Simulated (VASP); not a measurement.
# SrO (Fm-3m) in VASP: single point with PBE0

Aim: the single point of SrO with PBE0.

Everything below comes from runs of VASP 6.6.1. Logs are shortened: lines on timing, memory, paths and dates and some standing lists are left out, and cuts for length are marked.

## 1. Starting point

The structure is cubic, space group Fm-3m (No. 225). Conventional cell: a = 5.132 Å, b = 5.132 Å, c = 5.132 Å, α = 90.00°, β = 90.00°, γ = 90.00°. Sr (site symmetry m-3m) has 6 O at 2.57 Å as nearest neighbours. O (site symmetry m-3m) is surrounded by 6 Sr at 2.57 Å.

## 2. Single point, PBE0

POSCAR reads:

```
SrO
1.0
    0.0000000000      2.5661400000      2.5661400000
    2.5661400000      0.0000000000      2.5661400000
    2.5661400000      2.5661400000      0.0000000000
Sr O
1 1
Direct
    0.0000000000      0.0000000000      0.0000000000
    0.5000000000      0.5000000000      0.5000000000
```

INCAR.step1 reads:

```
ALGO = Normal ; EDIFF = 1E-5
ENCUT = 520 ; GGA = PE
ISIF = 2 ; ISMEAR = 0
LASPH = True ; LREAL = False
LWAVE = True ; NBANDS = 15
NELM = 100 ; PREC = Accurate
SIGMA = 0.02
```

INCAR.step2 reads:

```
AEXX = 0.25 ; ALGO = Normal
EDIFF = 1E-6 ; ENCUT = 520
GGA = PE ; HFRCUT = -1
ISIF = 2 ; ISMEAR = 0
ISTART = 1 ; LASPH = True
LCHARG = True ; LELF = True
LHFCALC = True ; LREAL = False
LVHAR = True ; LWAVE = False
NBANDS = 15 ; NELM = 100
PREC = Accurate ; PRECFOCK = Fast
SIGMA = 0.02
```

KPOINTS reads:

```
k-points
0
Gamma
  6 6 6
```

Potentials or basis: VASP PAW PBE potentials, release 64 (Sr_sv, O).

Launch:

```sh
cat potpaw_PBE.64/Sr_sv/POTCAR potpaw_PBE.64/O/POTCAR > POTCAR
cp INCAR.step1 INCAR
mpirun -np 1 vasp_std > vasp.out
cp INCAR.step2 INCAR
mpirun -np 1 vasp_std > vasp.out
```

OUTCAR:

```text
AEXX = 0.25
   EDIFF = 1E-6
   ENCUT = 520
   GGA = PE
   ISIF = 2
   ISMEAR = 0
   ISTART = 1
   LASPH = True
   LHFCALC = True
   LREAL = False
   NELM = 100
   PREC = Accurate
   PRECFOCK = Fast

 ion  position               nearest neighbor table
   1  0.000  0.000  0.000-   2 2.57   2 2.57   2 2.57   2 2.57   2 2.57   2 2.57
   2  0.500  0.500  0.500-   1 2.57   1 2.57   1 2.57   1 2.57   1 2.57   1 2.57

  LATTYP: Found a face centered cubic cell.
 ALAT       =     5.1322800000

  Lattice vectors:

 A1 = (   0.0000000000,   2.5661400000,   2.5661400000)
 A2 = (   2.5661400000,   0.0000000000,   2.5661400000)
 A3 = (   2.5661400000,   2.5661400000,   0.0000000000)

Analysis of symmetry for initial positions (statically):
=====================================================================
 Subroutine PRICEL returns:
 Original cell was already a primitive cell.

 Routine SETGRP: Setting up the symmetry group for a
 face centered cubic supercell.

 Subroutine GETGRP returns: Found 48 space group operations
 (whereof 48 operations were pure point group operations)
 out of a pool of 48 trial point group operations.

The static configuration has the point symmetry O_h .

Analysis of symmetry for dynamics (positions and initial velocities):
=====================================================================
 Subroutine PRICEL returns:
 Original cell was already a primitive cell.

 Routine SETGRP: Setting up the symmetry group for a
 face centered cubic supercell.

 Subroutine GETGRP returns: Found 48 space group operations
 (whereof 48 operations were pure point group operations)
 out of a pool of 48 trial point group operations.

The dynamic configuration has the point symmetry O_h .

 Subroutine INISYM returns: Found 48 space group operations
 (whereof 48 operations are pure point group operations),
 and found     1 'primitive' translations

----------------------------------------------------------------------------------------

                                     Primitive cell

  volume of cell :      33.7964

  direct lattice vectors                    reciprocal lattice vectors
     0.000000000  2.566140000  2.566140000    -0.194845176  0.194845176  0.194845176
     2.566140000  0.000000000  2.566140000     0.194845176 -0.194845176  0.194845176
     2.566140000  2.566140000  0.000000000     0.194845176  0.194845176 -0.194845176

  length of vectors
[... 92 lines left out ...]
     AMIX     =   0.40;   BMIX     =  1.00
     AMIX_MAG =   1.60;   BMIX_MAG =  1.00
  volume/ion in A,a.u.               =      16.90       114.03
  Fermi-wavevector in a.u.,A,eV,Ry     =   1.275923  2.411145 22.150007  1.627980
  Thomas-Fermi vector in A             =   2.408608
   LORBIT       =      0    0 simple, 1 ext, 2 COOP (PROOUT), +10 PAW based schemes
   GGA     = PE    functional components
   LHFCALC =     T    Hartree Fock is set to
   PRECFOCK=fast      Normal, Fast or Accurate (Low or Medium for compatibility)
   ENCUT4O =  -1.0   cutoff for four orbital integrals eV
   NKREDX  =     1    reduce k-point grid by
   NKREDY  =     1    reduce k-point grid by
   NKREDZ  =     1    reduce k-point grid by
   AEXX    =    0.2500 exact exchange contribution
   HFSCREEN=    0.0000 screening length (either q_TF or 0.3 A-1)
   HFSCREENC=   0.0000 screening length for correlation (either q_TF or 0.3 A-1)
   ENCUTFOCK=  -1.0 apply spherical cutoff to Coloumb kernel
   IVDW    =     0    specifies the selected vdW correction
   LEPSILON=     F    determine dielectric tensor
   LRPA    =     F    only Hartree local field effects (RPA)
 non-spin polarized calculation
 Gauss-broadening in eV      SIGMA  =   0.02
  energy-cutoff  :      520.00
  volume of cell :       33.80
 maximum number of plane-waves:       941
  NGX = 16; NGY = 16; NGZ = 16

 number of electron      15.9999996 magnetization

 Free energy of the ion-electron system (eV)
  ---------------------------------------------------
  ext. energy  EPLUGINS =         0.00000000
  ---------------------------------------------------
  free energy    TOTEN  =       -14.75470680 eV

  energy without entropy =      -14.75470680  energy(sigma->0) =      -14.75470680

 E-fermi :   0.4694     XC(G=0):  -7.9039

 val. band max:        0.2332082581   @ k =   0.0000   0.0000   0.0000
 cond. band min:       5.7064112244   @ k =   0.5000   0.5000   0.0000
 fundamental gap:      5.4732029663
 Fermi energy:         0.4693751240

 k-point     1 :       0.0000    0.0000    0.0000
  band No.  band energies     occupation
      1     -34.1089      2.00000
      2     -16.3660      2.00000
      3     -14.4357      2.00000
      4     -14.4357      2.00000
      5     -14.4357      2.00000
      6       0.2332      2.00000
      7       0.2332      2.00000
      8       0.2332      2.00000
      9       6.4535      0.00000
     10       8.8816      0.00000
     11       8.8816      0.00000
     12       8.8816      0.00000
     13      11.1511      0.00000
     14      11.1511      0.00000
[... 257 lines left out ...]
      2     -16.7888      2.00000
      3     -15.3296      2.00000
      4     -15.0053      2.00000
      5     -14.1792      2.00000
      6      -0.7325      2.00000
      7      -0.2771      2.00000
      8      -0.1241      2.00000
      9       7.1670      0.00000
     10      10.3146      0.00000
     11      11.3065      0.00000
     12      14.0400      0.00000
     13      14.1561      0.00000
     14      15.9208      0.00000
     15      16.5040      0.00000

------------------------ aborting loop because EDIFF is reached ----------------------------------------

  FORCE on cell =-STRESS in cart. coord.  units (eV):
  Direction    XX          YY          ZZ          XY          YZ          ZX
  --------------------------------------------------------------------------------------
  -------------------------------------------------------------------------------------
  Total        0.3577383      0.3577383      0.3577383     -0.0000000     -0.0000000      0.0000000
  in kB       16.9591837     16.9591837     16.9591837     -0.0000000     -0.0000000      0.0000000
  external PRESSURE =      16.9591837 kB  Pullay stress =       0.0000000 kB

 VOLUME and BASIS-vectors are now :
 -----------------------------------------------------------------------------
  energy-cutoff  :      520.00
  volume of cell :       33.80
      direct lattice vectors                 reciprocal lattice vectors
     0.000000000  2.566140000  2.566140000    -0.194845176  0.194845176  0.194845176
     2.566140000  0.000000000  2.566140000     0.194845176 -0.194845176  0.194845176
     2.566140000  2.566140000  0.000000000     0.194845176  0.194845176 -0.194845176

 POSITION                                       TOTAL-FORCE (eV/Angst)
 -----------------------------------------------------------------------------------
      0.00000      0.00000      0.00000        -0.000000      0.000000      0.000000
      2.56614      2.56614      2.56614         0.000000     -0.000000     -0.000000
 -----------------------------------------------------------------------------------
    total drift:                               -0.000000     -0.000000     -0.000000

  FREE ENERGIE OF THE ION-ELECTRON SYSTEM (eV)
  ---------------------------------------------------
  free  energy   TOTEN  =       -14.7547068045 eV

  energy  without entropy=      -14.7547068045  energy(sigma->0) =      -14.75470680
```

OUTCAR.step1:

```text
EDIFF = 1E-5
   ENCUT = 520
   GGA = PE
   ISIF = 2
   ISMEAR = 0
[... 499 lines left out ...]
 -----------------------------------------------------------------------------------
      0.00000      0.00000      0.00000         0.000000      0.000000     -0.000000
      2.56614      2.56614      2.56614         0.000000     -0.000000      0.000000
 -----------------------------------------------------------------------------------
    total drift:                                0.000000      0.000000      0.000000

  FREE ENERGIE OF THE ION-ELECTRON SYSTEM (eV)
  ---------------------------------------------------
  free  energy   TOTEN  =       -12.0367797635 eV

  energy  without entropy=      -12.0367797635  energy(sigma->0) =      -12.03677976
```

OSZICAR.step1:

```text
N       E                     dE             d eps       ncg     rms          rms(c)
DAV:   1     0.695165422718E+02    0.69517E+02   -0.86235E+03   480   0.105E+03
DAV:   2    -0.111311260645E+02   -0.80648E+02   -0.73363E+02   684   0.223E+02
DAV:   3    -0.141974126061E+02   -0.30663E+01   -0.30534E+01   610   0.386E+01
DAV:   4    -0.142398478169E+02   -0.42435E-01   -0.42424E-01   631   0.458E+00
DAV:   5    -0.142411656692E+02   -0.13179E-02   -0.13179E-02   569   0.536E-01    0.166E+01
DAV:   6    -0.121825446629E+02    0.20586E+01   -0.66592E+00   487   0.195E+01    0.196E+01
DAV:   7    -0.120455147619E+02    0.13703E+00   -0.29182E-01   557   0.480E+00    0.114E+01
DAV:   8    -0.120346873334E+02    0.10827E-01   -0.11654E-01   634   0.339E+00    0.474E-01
DAV:   9    -0.120361596581E+02   -0.14723E-02   -0.56539E-03   605   0.475E-01    0.232E-01
DAV:  10    -0.120366211340E+02   -0.46148E-03   -0.44401E-04   508   0.197E-01    0.841E-02
DAV:  11    -0.120367617758E+02   -0.14064E-03   -0.13762E-04   529   0.865E-02    0.274E-02
DAV:  12    -0.120367796648E+02   -0.17889E-04   -0.27546E-05   500   0.385E-02    0.235E-02
DAV:  13    -0.120367797635E+02   -0.98630E-07   -0.14068E-06   359   0.107E-02
   1 F= -.12036780E+02 E0= -.12036780E+02  d E =-.336794E-20
```

It took 8.8 min on 1 thread of Intel Xeon Platinum 8488C (Sapphire Rapids), shared host; peak memory 0.18 GiB.

What came out:

```yaml
Free_energy: -14.7547 eV
Pressure: 1.7 GPa
Band_gap_on_the_k_mesh: 5.47 eV, indirect (least direct gap 5.58 eV)
```

Levels at points of the mesh, in eV from the valence-band top:
```csv
k point,band 5,band 6,band 7,band 8,band 9,band 10,band 11,band 12
"(0.00, 0.00, 0.00)",-14.67,0.00,0.00,0.00,6.22,8.65,8.65,8.65
"(0.50, 0.00, 0.00)",-13.67,-2.32,-1.23,-1.23,9.04,10.77,11.53,11.53
"(0.50, 0.50, 0.00)",-15.07,-0.49,-0.10,-0.10,5.47,10.37,12.86,12.96
```

Caveat: the PAW data sets were made with another functional, which shifts forces and pressure a little. A k mesh can miss the band edges.
